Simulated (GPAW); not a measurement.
A run of GPAW 26.7.0:

run.py

```python
from ase.dft.bandgap import bandgap
from ase.io import read, write
from ase.units import Bohr, GPa
from gpaw import GPAW, PW
from gpaw.elf import elf_from_dft_calculation

atoms = read('PbS.xyz')

calc = GPAW(mode=PW(600),
            xc='PBE',
            kpts={'size': (8, 8, 8), 'gamma': True},
            occupations={'name': 'methfessel-paxton', 'order': 0, 'width': 0.019000000000000003},
            nbands=19,
            convergence={'density': 1e-05, 'energy': 1e-05},
            maxiter=150,
            txt='gpaw.txt')
atoms.calc = calc
energy = atoms.get_potential_energy()
forces = atoms.get_forces()
stress = atoms.get_stress()
calc.write('gs.gpw')
write('result.traj', atoms)
print(f'Energy: {energy:.6f} eV')
print('Forces (eV/A):')
print(forces.round(4))
print('Stress (GPa):', (stress / GPa).round(3))
print('Fermi level:', round(calc.get_fermi_level(), 4), 'eV')
print(f'Gap: {bandgap(calc)[0]:.4f} eV, direct: {bandgap(calc, direct=True)[0]:.4f} eV')

# fields on the real-space grid
write('density.cube', atoms, data=calc.get_pseudo_density() * Bohr**3)
write('potential.cube', atoms, data=calc.get_electrostatic_potential())
write('elf.cube', atoms, data=elf_from_dft_calculation(calc).data)
```

Contents of PbS.xyz:

```xyz
2
Lattice="0.0000000000 2.9657500000 2.9657500000 2.9657500000 0.0000000000 2.9657500000 2.9657500000 2.9657500000 0.0000000000" Properties=species:S:1:pos:R:3 pbc="T T T"
Pb     0.0000000000      0.0000000000      0.0000000000
S      2.9657500000      2.9657500000      2.9657500000
```

Potentials or basis: GPAW PAW data sets (gpaw-data 1.2.1), pw.

Command:

```bash
$ OMP_NUM_THREADS=1 python run.py
```

Hardware: 1 thread of Arm Neoverse N1 (shared host).

Estimate the wall time of this run.

Run time: 29 s on 1 thread of Arm Neoverse N1, on a shared host, peak memory 0.16 GiB. Counts: scf iterations 9, plane waves 1807, bands 19, k points 29.
